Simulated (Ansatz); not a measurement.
# TaN: symmetry broken, then relaxed

These are results of DFT r2SCAN, scalar-relativistic, plane waves, PAW in Ansatz 0.2.0, not measurements. Cutoff 500 eV, Γ-centred 6×6×12 k-points, Gaussian smearing of 0.15 eV. Spin–orbit coupling is left out, which can shift energies with elements as heavy as these. No spin polarisation. Energies are free energies at this smearing, counted from the undisturbed cell; pressure is positive in compression.

The starting cell (relaxed at this level):

```yaml
crystal:
  lattice:
    - [5.23928, 0.00000, 0.00000]
    - [-2.61964, 4.53735, 0.00000]
    - [0.00000, 0.00000, 2.90478]
  atoms:
    - { symbol: Ta, position: [0.00000, 0.00000, 0.00000] }
    - { symbol: Ta, position: [0.33333, 0.66667, 0.50000] }
    - { symbol: Ta, position: [0.66667, 0.33333, 0.50000] }
    - { symbol: N, position: [0.50000, 0.00000, 0.00000] }
    - { symbol: N, position: [0.50000, 0.50000, 0.00000] }
    - { symbol: N, position: [0.00000, 0.50000, 0.00000] }
```

The atoms are displaced (Å, in the unstrained cell):

```
atom ux uy uz
 Ta1   0.138  -0.140   0.039
 Ta2   0.138  -0.140   0.039
 Ta3   0.138  -0.140   0.039
  N4   0.138  -0.140   0.039
  N5  -0.689   0.698  -0.196
  N6   0.138  -0.140   0.039
```

Cell and atoms are then relaxed.

Does the relaxation return to the undisturbed structure?

No. It ends 477.8 meV/atom below it. The disturbance itself cost 3834.8 meV/atom. The final space group reads P-62m (tolerance 0.05 Å) and the volume changes by -1.32 %.

Final structure:

```
Ta N
1.0
     5.20098   -0.00001   -0.00003
    -2.60050    4.50419    0.00001
    -0.00001    0.00000    2.90891
Ta N
3 3
Direct
  0.00000 0.00000 0.00000
  0.33333 0.66667 0.50000
  0.66667 0.33333 0.50000
  0.39239 0.00000 0.00000
  0.60761 0.60762 0.00000
  0.00000 0.39238 0.00000
```

The relaxation, step by step (energy from the first step; small jumps at an unchanged geometry come where the plane waves are selected anew for the new cell):

```
step  ΔE (meV/atom) largest force component (eV/Å) pressure (GPa)
   1            0.0                          53.102          105.62
   2        -2083.7                          19.403           38.04
   3        -2815.8                          11.714           15.77
   4        -3310.1                           8.572            0.96
   5        -3692.6                           5.515           -7.86
   6        -4066.8                           2.599           -7.79
   7        -4289.1                           0.785           -1.48
   8        -4312.4                           0.045           -0.01
   9        -4312.7                           0.048            0.04
  10        -4312.7                           0.001            0.01
  11        -4312.7                           0.001           -0.03
```

Frames along the relaxation (Å, eV/Å):

```xyz
6
Lattice="5.239 0.000 0.000 -2.620 4.537 0.000 0.000 0.000 2.905" Properties=species:S:1:pos:R:3:forces:R:3 pbc="T T T" step=1
Ta    0.138   -0.140    0.039    0.594   -0.216   -0.220
Ta    0.138    2.885    1.492  -30.049   -3.592  -51.599
Ta    2.757    1.373    1.492    0.888   -0.987    0.218
N     2.757   -0.140    0.039   -3.360    4.938   -0.953
N     0.621    2.967   -0.196   37.714    2.355   53.102
N    -1.172    2.129    0.039   -5.786   -2.499   -0.547
6
Lattice="5.247 0.023 0.021 -2.604 4.535 -0.006 0.012 0.003 3.049" Properties=species:S:1:pos:R:3:forces:R:3 pbc="T T T" step=2
Ta    0.147   -0.141    0.038    0.501   -0.521   -0.299
Ta    0.109    2.894    1.507  -13.534   -0.917   -9.867
Ta    2.785    1.372    1.578    0.165   -0.584    0.074
N     2.732   -0.099    0.043   -3.346    2.199   -0.697
N     0.748    2.986   -0.110   19.403    0.619   11.149
N    -1.221    2.105    0.024   -3.190   -0.796   -0.359
6
Lattice="5.173 0.097 0.058 -2.503 4.480 -0.038 0.032 -0.006 3.096" Properties=species:S:1:pos:R:3:forces:R:3 pbc="T T T" step=3
Ta    0.160   -0.154    0.015    0.598   -0.624   -0.097
Ta    0.146    2.880    1.512   -7.203   -0.344   -2.770
Ta    2.743    1.392    1.629    0.007   -0.250    0.048
N     2.591   -0.054    0.060   -3.941    2.776   -0.276
N     0.970    3.004   -0.092   11.714   -1.306    3.422
N    -1.235    2.081    0.012   -1.176   -0.252   -0.326
6
Lattice="5.155 0.118 0.068 -2.476 4.481 -0.043 0.037 -0.006 3.106" Properties=species:S:1:pos:R:3:forces:R:3 pbc="T T T" step=4
Ta    0.172   -0.184    0.014    0.086    0.017   -0.123
Ta    0.132    2.908    1.511   -3.722    1.047   -0.365
Ta    2.725    1.420    1.638   -0.564    0.402    0.044
N     2.454    0.004    0.061   -4.767    2.809   -0.111
N     1.159    2.962   -0.073    8.572   -3.807    0.727
N    -1.245    2.082    0.003    0.395   -0.468   -0.172
6
Lattice="5.164 0.100 0.063 -2.495 4.494 -0.041 0.035 -0.006 3.089" Properties=species:S:1:pos:R:3:forces:R:3 pbc="T T T" step=5
Ta    0.170   -0.196    0.009   -0.668    0.527   -0.073
Ta    0.101    2.943    1.503   -1.931    1.251    0.260
Ta    2.706    1.438    1.625   -1.293    1.360   -0.098
N     2.333    0.051    0.055   -3.242    0.398   -0.123
N     1.314    2.863   -0.056    5.515   -2.758    0.115
N    -1.251    2.085   -0.001    1.618   -0.778   -0.081
6
Lattice="5.255 0.161 0.033 -2.488 4.344 -0.019 0.019 -0.002 3.016" Properties=species:S:1:pos:R:3:forces:R:3 pbc="T T T" step=6
Ta    0.134   -0.123    0.007   -1.835    1.859   -0.083
Ta    0.094    2.868    1.479   -0.509    1.357    0.399
Ta    2.724    1.502    1.558   -1.127    1.389   -0.455
N     2.189    0.111    0.028   -1.368   -1.220   -0.062
N     1.545    2.787   -0.026    2.599   -1.536    0.211
N    -1.135    1.861   -0.001    2.239   -1.848   -0.010
6
Lattice="5.222 0.102 0.008 -2.522 4.401 -0.004 0.004 0.000 2.941" Properties=species:S:1:pos:R:3:forces:R:3 pbc="T T T" step=7
Ta    0.040   -0.014    0.002   -0.785    0.182   -0.034
Ta    0.041    2.934    1.455    0.296    0.664    0.326
Ta    2.649    1.517    1.488   -0.170    0.537   -0.320
N     2.076    0.066    0.002   -0.290   -0.585    0.036
N     1.616    2.761    0.004    0.441   -0.406   -0.046
N    -1.020    1.742   -0.004    0.507   -0.391    0.038
6
Lattice="5.199 0.012 -0.002 -2.589 4.491 0.001 -0.001 0.000 2.915" Properties=species:S:1:pos:R:3:forces:R:3 pbc="T T T" step=8
Ta    0.000   -0.001   -0.001    0.030   -0.035    0.017
Ta    0.006    2.997    1.459   -0.006    0.000   -0.029
Ta    2.602    1.505    1.456    0.040    0.005    0.032
N     2.042    0.006   -0.002   -0.045   -0.007    0.013
N     1.585    2.737    0.000    0.001   -0.006   -0.012
N    -1.016    1.762    0.002   -0.019    0.042   -0.021
6
Lattice="5.202 -0.001 0.002 -2.602 4.505 -0.002 0.001 0.000 2.908" Properties=species:S:1:pos:R:3:forces:R:3 pbc="T T T" step=9
Ta    0.000    0.000    0.003    0.000   -0.013   -0.040
Ta    0.000    3.003    1.453    0.003   -0.008    0.009
Ta    2.601    1.501    1.455   -0.004   -0.008   -0.012
N     2.041   -0.001    0.003   -0.002    0.006   -0.028
N     1.580    2.736   -0.001    0.005    0.012    0.022
N    -1.021    1.767   -0.003   -0.002    0.012    0.048
6
Lattice="5.201 0.000 0.000 -2.600 4.504 0.000 0.000 0.000 2.909" Properties=species:S:1:pos:R:3:forces:R:3 pbc="T T T" step=10
Ta    0.000    0.000    0.000    0.000    0.000    0.000
Ta    0.000    3.003    1.454    0.000   -0.001    0.000
Ta    2.600    1.501    1.454    0.000    0.000    0.000
N     2.041    0.000    0.000   -0.001    0.000    0.000
N     1.580    2.737    0.000    0.001    0.000    0.000
N    -1.020    1.767    0.000    0.000    0.000    0.000
6
Lattice="5.201 0.000 0.000 -2.600 4.504 0.000 0.000 0.000 2.909" Properties=species:S:1:pos:R:3:forces:R:3 pbc="T T T" step=11
Ta    0.000    0.000    0.000    0.000    0.000    0.000
Ta    0.000    3.003    1.454    0.000   -0.001    0.000
Ta    2.600    1.501    1.454    0.000    0.000    0.000
N     2.041    0.000    0.000   -0.001    0.000    0.000
N     1.580    2.737    0.000    0.001    0.000    0.000
N    -1.020    1.767    0.000    0.000    0.000    0.000
```

Cost: 3 runs of about 7.2 core-minutes in all, on AMD EPYC 9R45 (Zen 5) (shared hosts).